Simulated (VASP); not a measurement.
# Zr3H in VASP: notebook

The runs below take Zr3H through single point, with LDA.

Everything below comes from runs of VASP 6.6.1. Logs are shortened: lines on timing, memory, paths and dates and some standing lists are left out, and cuts for length are marked.

### 1 The undisturbed slab

The cell holds a slab with vacuum, 4 atoms: a = 3.123 Å, b = 3.123 Å, c = 21.174 Å, α = 90.00°, β = 90.00°, γ = 90.00°.

### 2 Single point, LDA (H at 0/8 of the diagonal of the surface cell, 3.11 Å above the top plane)

Input file INCAR:

```
PREC = Accurate
ENCUT = 520
EDIFF = 1E-6
ISMEAR = 0
SIGMA = 0.1
LREAL = False
LASPH = True
NELM = 80
ALGO = Normal
ISIF = 2
LWAVE = False
LCHARG = False
LDIPOL = True
IDIPOL = 3
DIPOL = 0.5 0.5 0.349
GGA = CA
NBANDS = 26
```

Input file KPOINTS:

```
regular mesh
0
Gamma
  9 9 1
```

Input file POSCAR:

```
Zr3H
1.0
    3.1232946755      0.0000000000      0.0000000000
    0.0000000000      3.1232946755      0.0000000000
    0.0000000000      0.0000000000     21.1739130820
Zr H
3 1
Direct
    0.5000000000      0.5000000000      0.1889117040
    0.0000000000      0.0000000000      0.2874811557
    0.5000000000      0.5000000000      0.3860369621
    0.5000000000      0.5000000000      0.5329158119
```

Potentials or basis: VASP PAW LDA potentials, release 64 (Zr_sv, H).

On the command line:

```sh
$ cat potpaw_LDA.64/Zr_sv/POTCAR potpaw_LDA.64/H/POTCAR > POTCAR
$ mpirun -np 1 vasp_std > vasp.out
```

OUTCAR:

```text
PREC = Accurate
   ENCUT = 520
   EDIFF = 1E-6
   ISMEAR = 0
   LREAL = False
   LASPH = True
   NELM = 80
   ISIF = 2
   GGA = CA

 ion  position               nearest neighbor table
   1  0.500  0.500  0.189-   2 3.04   2 3.04   2 3.04   2 3.04
   2  0.000  0.000  0.287-   3 3.04   3 3.04   3 3.04   3 3.04   1 3.04   1 3.04   1 3.04   1 3.04

   3  0.500  0.500  0.386-   2 3.04   2 3.04   2 3.04   2 3.04
   4  0.500  0.500  0.533-

  LATTYP: Found a simple tetragonal cell.
 ALAT       =     3.1232946755
 C/A-ratio  =     6.7793517045

  Lattice vectors:

 A1 = (   3.1232946755,   0.0000000000,   0.0000000000)
 A2 = (   0.0000000000,   3.1232946755,   0.0000000000)
 A3 = (   0.0000000000,   0.0000000000,  21.1739130820)

Analysis of symmetry for initial positions (statically):
=====================================================================
 Subroutine PRICEL returns:
 Original cell was already a primitive cell.

 Routine SETGRP: Setting up the symmetry group for a
 simple tetragonal supercell.

 Subroutine GETGRP returns: Found  8 space group operations
 (whereof  8 operations were pure point group operations)
 out of a pool of 16 trial point group operations.

The static configuration has the point symmetry C_4v.

Analysis of symmetry for dynamics (positions and initial velocities):
=====================================================================
 Subroutine PRICEL returns:
 Original cell was already a primitive cell.

 Routine SETGRP: Setting up the symmetry group for a
 simple tetragonal supercell.

 Subroutine GETGRP returns: Found  8 space group operations
 (whereof  8 operations were pure point group operations)
 out of a pool of 16 trial point group operations.

The dynamic configuration has the point symmetry C_4v.

 Subroutine INISYM returns: Found  8 space group operations
 (whereof  8 operations are pure point group operations),
 and found     1 'primitive' translations

----------------------------------------------------------------------------------------

                                     Primitive cell

  volume of cell :     206.5509

  direct lattice vectors                    reciprocal lattice vectors
     3.123294675  0.000000000  0.000000000     0.320174721  0.000000000  0.000000000
     0.000000000  3.123294675  0.000000000     0.000000000  0.320174721  0.000000000
     0.000000000  0.000000000 21.173913082     0.000000000  0.000000000  0.047227926

  length of vectors
     3.123294675  3.123294675 21.173913082     0.320174721  0.320174721  0.047227926

  position of ions in fractional coordinates (direct lattice)
     0.500000000  0.500000000  0.188911704
     0.000000000  0.000000000  0.287481156
     0.500000000  0.500000000  0.386036962
     0.500000000  0.500000000  0.532915812

  ion indices of the primitive-cell ions
   primitive index   ion index
                 1           1
                 2           2
                 3           3
                 4           4

----------------------------------------------------------------------------------------

 KPOINTS: regular mesh

Automatic generation of k-mesh.
 Grid dimensions read from file:
 generate k-points for:    9    9    1

 Generating k-lattice:

  Cartesian coordinates                     Fractional coordinates (reciprocal lattice)
     0.035574969  0.000000000  0.000000000     0.111111111  0.000000000  0.000000000
     0.000000000  0.035574969  0.000000000     0.000000000  0.111111111  0.000000000
     0.000000000  0.000000000  0.047227926     0.000000000  0.000000000  1.000000000

  Length of vectors
     0.035574969  0.035574969  0.047227926

  Shift w.r.t. Gamma in fractional coordinates (k-lattice)
     0.000000000  0.000000000  0.000000000

 Subroutine IBZKPT returns following result:
 ===========================================

 Found     15 irreducible k-points:

 Following reciprocal coordinates:
            Coordinates               Weight
  0.000000  0.000000  0.000000      1.000000
  0.111111  0.000000  0.000000      4.000000
  0.222222  0.000000  0.000000      4.000000
  0.333333  0.000000  0.000000      4.000000
  0.444444  0.000000  0.000000      4.000000
  0.111111  0.111111  0.000000      4.000000
  0.222222  0.111111  0.000000      8.000000
  0.333333  0.111111  0.000000      8.000000
  0.444444  0.111111  0.000000      8.000000
  0.222222  0.222222  0.000000      4.000000
  0.333333  0.222222  0.000000      8.000000
  0.444444  0.222222  0.000000      8.000000
  0.333333  0.333333  0.000000      4.000000
  0.444444  0.333333  0.000000      8.000000
  0.444444  0.444444  0.000000      4.000000
   k-points           NKPTS =     15   k-points in BZ     NKDIM =     15   number of bands    NBANDS=     26
   number of dos      NEDOS =    301   number of ions     NIONS =      4
   total plane-waves  NPLWV =  92160
   dimension x,y,z NGX =    24 NGY =   24 NGZ =  160
   dimension x,y,z NGXF=    48 NGYF=   48 NGZF=  320
   ions per type =               3   1
   NGX,Y,Z   is equivalent  to a cutoff of  12.77, 12.77, 12.56 a.u.
   NGXF,Y,Z  is equivalent  to a cutoff of  25.55, 25.55, 25.12 a.u.
 SYSTEM =  unknown system
   PREC   = accura    normal or accurate (medium, high low for compatibility)
   ISTART =      0    job   : 0-new  1-cont  2-samecut
   ICHARG =      2    charge: 1-file 2-atom 10-const
   ISPIN  =      1    spin polarized calculation?
   LNONCOLLINEAR =      F non collinear calculations
   LSORBIT =      F    spin-orbit coupling
   LASPH  =      T    aspherical Exc in radial PAW
   ENCUT  =  520.0 eV  38.22 Ry    6.18 a.u.   5.81  5.81 39.37*2*pi/ulx,y,z
   NELM   =     80;   NELMIN=  2; NELMDL= -5     # of ELM steps
   EDIFF  = 0.1E-05   stopping-criterion for ELM
   LREAL  =      F    real-space projection
   EDIFFG = 0.1E-04   stopping-criterion for IOM
   NSW    =      0    number of steps for IOM
   IBRION =     -1    ionic relax: 0-MD 1-quasi-New 2-CG
   NFREE  =      0    steps in history (QN), initial steepest desc. (CG)
   ISIF   =      2    stress and relaxation
   ISYM   =      2    0-nonsym 1-usesym 2-fastsym
   POTIM  = 0.5000    time-step for ionic-motion
   TEBEG  =    0.0;   TEEND  =   0.0 temperature during run
   PSTRESS=    0.0 pullay stress
   NELECT =      37.0000    total number of electrons
   NUPDOWN=      -1.0000    fix difference up-down
   EMIN   =  10.00;   EMAX   =-10.00  energy-range for DOS
   EFERMI =   0.00;   METHOD = LEGACY
   ISMEAR =     0;   SIGMA  =   0.10  broadening in eV -4-tet -1-fermi 0-gaus
   EFERMI_NEDOS =   21; number of points for ismear=-14 and -15
   IALGO  =     38    algorithm
   IMIX   =      4    mixing-type and parameters
     AMIX     =   0.40;   BMIX     =  1.00
     AMIX_MAG =   1.60;   BMIX_MAG =  1.00
  volume/ion in A,a.u.               =      51.64       348.47
  Fermi-wavevector in a.u.,A,eV,Ry     =   0.922854  1.743941 11.587534  0.851660
  Thomas-Fermi vector in A             =   2.048427
   LORBIT       =      0    0 simple, 1 ext, 2 COOP (PROOUT), +10 PAW based schemes
   GGA     = CA    functional components
   LHFCALC =     F    Hartree Fock is set to
   AEXX    =    0.0000 exact exchange contribution
   IVDW    =     0    specifies the selected vdW correction
   LEPSILON=     F    determine dielectric tensor
   LRPA    =     F    only Hartree local field effects (RPA)
 non-spin polarized calculation
 Gauss-broadening in eV      SIGMA  =   0.10
  energy-cutoff  :      520.00
  volume of cell :      206.55
 maximum number of plane-waves:      5614
 NGX is ok and might be reduce to    24
   NGX = 11   NGY = 11   NGZ = 79

 dipolmoment           0.000000      0.000000     -0.036727 electrons x Angstroem

 number of electron      37.0000001 magnetization

 dipolmoment           0.000000      0.000000      0.134899 electrons x Angstroem

 Free energy of the ion-electron system (eV)
  ---------------------------------------------------
  ext. energy  EPLUGINS =         0.00000000
  ---------------------------------------------------
  free energy    TOTEN  =       -27.20538156 eV

  energy without entropy =      -27.16455933  energy(sigma->0) =      -27.18497045

 E-fermi :  -0.4558     XC(G=0):  -5.1109

 val. band max:       -0.4798808317   @ k =   0.2222   0.1111   0.0000
 cond. band min:      -0.4300055608   @ k =   0.4444   0.2222   0.0000
 fundamental gap:      0.0498752709
 Fermi energy:        -0.4557559641

 k-point     1 :       0.0000    0.0000    0.0000
  band No.  band energies     occupation
      1     -49.1378      2.00000
      2     -48.9822      2.00000
      3     -48.4097      2.00000
      4     -27.5583      2.00000
      5     -27.3075      2.00000
      6     -26.9877      2.00000
[... 18 lines left out ...]
     25       2.2752      0.00000
     26       2.8002      0.00000

 k-point     2 :       0.1111    0.0000    0.0000
  band No.  band energies     occupation
      1     -49.1288      2.00000
      2     -48.9732      2.00000
      3     -48.4046      2.00000
      4     -27.5388      2.00000
      5     -27.3280      2.00000
      6     -27.0622      2.00000
[... 18 lines left out ...]
     25       1.9831      0.00000
     26       2.4493      0.00000

 k-point     3 :       0.2222    0.0000    0.0000
  band No.  band energies     occupation
      1     -49.1062      2.00000
      2     -48.9503      2.00000
      3     -48.3918      2.00000
      4     -27.5065      2.00000
      5     -27.4060      2.00000
      6     -27.2245      2.00000
[... 18 lines left out ...]
     25       1.4275      0.00000
     26       2.6053      0.00000

 k-point     4 :       0.3333    0.0000    0.0000
  band No.  band energies     occupation
      1     -49.0803      2.00000
      2     -48.9238      2.00000
      3     -48.3774      2.00000
      4     -27.5837      2.00000
      5     -27.5264      2.00000
      6     -27.3447      2.00000
[... 18 lines left out ...]
     25       1.8419      0.00000
     26       2.0398      0.00000

 k-point     5 :       0.4444    0.0000    0.0000
  band No.  band energies     occupation
      1     -49.0633      2.00000
      2     -48.9062      2.00000
      3     -48.3682      2.00000
      4     -27.7085      2.00000
      5     -27.5911      2.00000
      6     -27.4834      2.00000
[... 18 lines left out ...]
     25       1.6446      0.00000
     26       2.3046      0.00000

 k-point     6 :       0.1111    0.1111    0.0000
  band No.  band energies     occupation
      1     -49.1201      2.00000
      2     -48.9644      2.00000
      3     -48.3992      2.00000
      4     -27.5192      2.00000
      5     -27.3372      2.00000
      6     -27.0644      2.00000
[... 166 lines left out ...]
 k-point    12 :       0.4444    0.2222    0.0000
  band No.  band energies     occupation
      1     -49.0371      2.00000
      2     -48.8797      2.00000
      3     -48.3411      2.00000
      4     -27.6302      2.00000
      5     -27.5078      2.00000
      6     -27.4766      2.00000
[... 18 lines left out ...]
     25       1.7540      0.00000
     26       2.9541      0.00000

 k-point    13 :       0.3333    0.3333    0.0000
  band No.  band energies     occupation
      1     -49.0303      2.00000
      2     -48.8731      2.00000
      3     -48.3322      2.00000
      4     -27.4918      2.00000
      5     -27.4721      2.00000
      6     -27.3857      2.00000
[... 18 lines left out ...]
     25       2.0219      0.00000
     26       2.6636      0.00000

 k-point    14 :       0.4444    0.3333    0.0000
  band No.  band energies     occupation
      1     -49.0155      2.00000
      2     -48.8580      2.00000
      3     -48.3188      2.00000
      4     -27.5974      2.00000
      5     -27.5163      2.00000
      6     -27.4538      2.00000
[... 18 lines left out ...]
     25       2.5337      0.00000
     26       3.2936      0.00000

 k-point    15 :       0.4444    0.4444    0.0000
  band No.  band energies     occupation
      1     -49.0014      2.00000
      2     -48.8438      2.00000
      3     -48.3042      2.00000
      4     -27.6100      2.00000
      5     -27.6097      2.00000
      6     -27.4181      2.00000
[... 18 lines left out ...]
     25       3.6039      0.00000
     26       3.6738      0.00000

------------------------ aborting loop because EDIFF is reached ----------------------------------------

 vacuum level on the upper side and lower side of the slab       (xc-potential included)         1.082        -1.374

  FORCE on cell =-STRESS in cart. coord.  units (eV):
  Direction    XX          YY          ZZ          XY          YZ          ZX
  --------------------------------------------------------------------------------------
  -------------------------------------------------------------------------------------
  Total       -1.8663357     -1.8663357     -2.7497609      0.0000000      0.0000000      0.0000000
  in kB      -14.4768243    -14.4768243    -21.3293913      0.0000000      0.0000000      0.0000000
  external PRESSURE =     -16.7610133 kB  Pullay stress =       0.0000000 kB

 VOLUME and BASIS-vectors are now :
 -----------------------------------------------------------------------------
  energy-cutoff  :      520.00
  volume of cell :      206.55
      direct lattice vectors                 reciprocal lattice vectors
     3.123294675  0.000000000  0.000000000     0.320174721  0.000000000  0.000000000
     0.000000000  3.123294675  0.000000000     0.000000000  0.320174721  0.000000000
     0.000000000  0.000000000 21.173913082     0.000000000  0.000000000  0.047227926

 POSITION                                       TOTAL-FORCE (eV/Angst)
 -----------------------------------------------------------------------------------
      1.56165      1.56165      4.00000        -0.000000     -0.000000     -0.057283
      0.00000      0.00000      6.08710         0.000000      0.000000     -0.106691
      1.56165      1.56165      8.17391         0.000000      0.000000      1.188915
      1.56165      1.56165     11.28391         0.000000     -0.000000     -1.024941
 -----------------------------------------------------------------------------------
    total drift:                                0.000000     -0.000000      0.000067

  FREE ENERGIE OF THE ION-ELECTRON SYSTEM (eV)
  ---------------------------------------------------
  free  energy   TOTEN  =       -27.2053815637 eV

  energy  without entropy=      -27.1645593322  energy(sigma->0) =      -27.18497045

 vacuum level on the upper side and lower side of the slab         5.985         3.432
```

Wall time 49 s (1 thread of Intel Xeon 6975P-C (Granite Rapids), shared host); peak memory 0.26 GiB.

Results:

```
Free energy            : -27.2054 eV
Largest force          : 1.189 eV/Å
Band gap on the k mesh : none (metal or under the smearing width)
```

Forces in eV/Å, atoms in the order of the input:
```
Zr   0.000  0.000 -0.057
Zr   0.000  0.000 -0.107
Zr   0.000  0.000  1.189
H    0.000  0.000 -1.025
```

Levels at points of the mesh, in eV from the Fermi level:
```csv
k point,band 15,band 16,band 17,band 18,band 19,band 20,band 21,band 22
"(0.00, 0.00, 0.00)",-3.08,-2.33,-1.75,-1.18,0.05,0.55,1.32,1.32
```

### 3 Single point, LDA (H at 2/8 of the diagonal of the surface cell, 2.21 Å above the top plane)

Input file INCAR:

```
PREC = Accurate ; ENCUT = 520
EDIFF = 1E-6 ; ISMEAR = 0
SIGMA = 0.1 ; LREAL = F
LASPH = T ; NELM = 80
ALGO = Fast ; ISIF = 2
LWAVE = F ; LCHARG = F
LDIPOL = T ; IDIPOL = 3
DIPOL = 0.5 0.5 0.338 ; NBANDS = 26
```

KPOINTS is that of step 2.

POSCAR: that of step 2 with these lines changed.

```diff
@@ -11,2 +11,2 @@
     0.5000000000      0.5000000000      0.3860369621
-    0.5000000000      0.5000000000      0.5329158119
+    0.7500000000      0.7500000000      0.4904106785
```

Potentials or basis: VASP PAW LDA potentials, release 64 (Zr_sv, H).

On the command line:

```sh
$ cat potpaw_LDA.64/Zr_sv/POTCAR potpaw_LDA.64/H/POTCAR > POTCAR
$ mpirun -np 1 vasp_std > vasp.out
```

OUTCAR:

```text
PREC = Accurate
   ENCUT = 520
   EDIFF = 1E-6
   ISMEAR = 0
   LREAL = F
   LASPH = T
   NELM = 80
   ISIF = 2

 ion  position               nearest neighbor table
   1  0.500  0.500  0.189-   2 3.04   2 3.04   2 3.04   2 3.04
   2  0.000  0.000  0.287-   3 3.04   3 3.04   3 3.04   3 3.04   1 3.04   1 3.04   1 3.04   1 3.04

   3  0.500  0.500  0.386-   2 3.04   2 3.04   2 3.04   2 3.04
   4  0.750  0.750  0.490-

  LATTYP: Found a simple tetragonal cell.
 ALAT       =     3.1232946755
 C/A-ratio  =     6.7793517045

  Lattice vectors:

 A1 = (   3.1232946755,   0.0000000000,   0.0000000000)
 A2 = (   0.0000000000,   3.1232946755,   0.0000000000)
 A3 = (   0.0000000000,   0.0000000000,  21.1739130820)

Analysis of symmetry for initial positions (statically):
=====================================================================
 Subroutine PRICEL returns:
 Original cell was already a primitive cell.

 Routine SETGRP: Setting up the symmetry group for a
 simple tetragonal supercell.

 Subroutine GETGRP returns: Found  2 space group operations
[... 178 lines left out ...]
 fundamental gap:      0.0240813971
 Fermi energy:        -0.4297097766

 k-point     1 :       0.0000    0.0000    0.0000
  band No.  band energies     occupation
      1     -49.0539      2.00000
      2     -48.9737      2.00000
      3     -48.3836      2.00000
      4     -27.4942      2.00000
      5     -27.2535      2.00000
      6     -26.9246      2.00000
[... 685 lines left out ...]
     25       3.5816      0.00000
     26       3.9913      0.00000

 [... further k-points ...]

------------------------ aborting loop because EDIFF is reached ----------------------------------------

 vacuum level on the upper side and lower side of the slab       (xc-potential included)         1.148        -1.267

  FORCE on cell =-STRESS in cart. coord.  units (eV):
  Direction    XX          YY          ZZ          XY          YZ          ZX
  --------------------------------------------------------------------------------------
  -------------------------------------------------------------------------------------
  Total       -1.6060184     -1.6060184     -2.8490444     -0.1306589     -0.1892580     -0.1892580
  in kB      -12.4575901    -12.4575901    -22.0995153     -1.0134975     -1.4680397     -1.4680396
  external PRESSURE =     -15.6715652 kB  Pullay stress =       0.0000000 kB

 VOLUME and BASIS-vectors are now :
 -----------------------------------------------------------------------------
  energy-cutoff  :      520.00
  volume of cell :      206.55
      direct lattice vectors                 reciprocal lattice vectors
     3.123294675  0.000000000  0.000000000     0.320174721  0.000000000  0.000000000
     0.000000000  3.123294675  0.000000000     0.000000000  0.320174721  0.000000000
     0.000000000  0.000000000 21.173913082     0.000000000  0.000000000  0.047227926

 POSITION                                       TOTAL-FORCE (eV/Angst)
 -----------------------------------------------------------------------------------
      1.56165      1.56165      4.00000         0.015934      0.015934     -0.000621
      0.00000      0.00000      6.08710         0.011436      0.011436     -0.479573
      1.56165      1.56165      8.17391         0.017089      0.017089      2.219829
      2.34247      2.34247     10.38391        -0.044459     -0.044459     -1.739634
 -----------------------------------------------------------------------------------
    total drift:                                0.000587      0.000587      0.002447

  FREE ENERGIE OF THE ION-ELECTRON SYSTEM (eV)
  ---------------------------------------------------
  free  energy   TOTEN  =       -28.5154242676 eV

  energy  without entropy=      -28.4842909522  energy(sigma->0) =      -28.49985761

 vacuum level on the upper side and lower side of the slab         5.926         3.440
```

stdout:

```text
POSCAR found type information on POSCAR ZrH
 POSCAR found :  2 types and       4 ions
 scaLAPACK will be used
 LDA part: xc-table for (Slater(with rela. corr.)+CA(PZ))
 , standard interpolation
 POSCAR, INCAR and KPOINTS ok, starting setup
 FFT: planning ... GRIDC
 FFT: planning ... GRID_SOFT
 FFT: planning ... GRID
 WAVECAR not read
 entering main loop
WARNING in EDDRMM: call to ZHEGV failed, returncode =   8  4     11
WARNING in EDDRMM: call to ZHEGV failed, returncode =   6  3     14
```

Run time: 2.4 min. Hardware: 1 thread of Intel Xeon 6975P-C (Granite Rapids), shared host; peak memory 0.29 GiB.

Results:

* Free energy: -28.5154 eV
* Largest force: 2.220 eV/Å
* Band gap on the k mesh: none (metal or under the smearing width)

Forces on the atoms (eV/Å):
```
Zr   0.016  0.016 -0.001
Zr   0.011  0.011 -0.480
Zr   0.017  0.017  2.220
H   -0.044 -0.044 -1.740
```
